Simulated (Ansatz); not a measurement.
As:

```
As
1.0
     1.88080    1.08588    3.51406
    -1.88080    1.08588    3.51406
     0.00000   -2.17176    3.51406
As
2
Direct
  0.22600 0.22600 0.22600
  0.77400 0.77400 0.77400
```

Base run:

* Program: Ansatz 0.2.0
* Functional: r2SCANh
* Potentials or basis: Ansatz PAW
* Cutoff: 500 eV (not typed: the program's choice for these potentials)
* k mesh: 5 × 5 × 5
* Occupations: fermi-dirac, width 0.05 eV
* Spin: no spin polarisation

Its results: band gap on the k mesh 0.36 eV, indirect (least direct gap 0.74 eV); pressure 0.9 GPa; largest force 0.097 eV/Å.

Problem. The run is repeated on the same cell with these changes: functional from r2SCANh to r2SCAN50. What comes out?

Solution. Band gap on the k mesh 1.55 eV, indirect (least direct gap 1.94 eV); pressure -1.7 GPa; largest force 0.409 eV/Å.

Caveats: odd divisions of the mesh miss points on the zone boundary, where band edges often lie, so the gap on the mesh can be too wide; the PAW data sets come from PBE, with cores solved anew for the run's functional, which leaves a small shift of forces and pressure; the thresholds are loose for stress.

A k mesh can miss the band edges.
